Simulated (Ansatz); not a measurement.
**FeO in Ansatz: the effect of target pressure**

FeO:

```
Fe O
1.0
    -1.60210    1.60210    2.08339
     1.60210   -1.60210    2.08339
     1.60210    1.60210   -2.08339
Fe O
1 1
Cartesian
  0.0000 0.0000 0.0000
  0.0000 0.0000 2.0834
```

The cell comes from a database or a generator and needn't be the stable form of this composition.

Alike in all runs:

| Quantity | Value |
| --- | --- |
| Program | Ansatz 0.2.0 |
| Task | relaxation of cell and atoms |
| Functional | PBEsol |
| Potentials or basis | Ansatz PAW |
| Cutoff | 420 eV (not typed: the program's choice for these potentials) |
| k mesh | 12 × 12 × 12 |
| Occupations | fermi-dirac, width 0.05 eV |
| Spin | collinear spin, ferromagnetic start |
| Starting moments | [3.0, 0.0] μB |

Each run relaxes the cell or the atoms first.

```csv
target pressure,relaxed volume (Å³/atom),moment (μB)
0 GPa,9.57,4.00
2 GPa,9.48,4.00
5 GPa,9.35,3.99
10 GPa,9.15,3.97
20 GPa,?,?
```

Problem. What does the run with target pressure 20 GPa give?

Solution. Relaxed volume 8.76 Å³/atom; moment 3.87 μB.

Worked out: In Murnaghan's law V^(-B') rises as a straight line in P. The other rows fit best with B' = 3.1, V0 = 9.57 Å³/atom and B0 = 208 GPa, which gives 8.80 Å³/atom at 20 GPa, against the run's 8.76. A straight line through the other rows of the moment, of slope -0.00317 μB per GPa, extrapolates to 3.94 μB, against the run's 3.87. The fit is too stiff a form for this range.

Caveats: the plane-wave basis is chosen anew once the cell has moved, so the energies of steps on either side of that aren't comparable; a cell with one magnetic atom can't hold antiferromagnetic order, which such compounds often take; the PAW data sets come from PBE, with cores solved anew for the run's functional, which leaves a small shift of forces and pressure; the volume moved by over 15 % at a fixed basis, so the end points are rough (some runs).
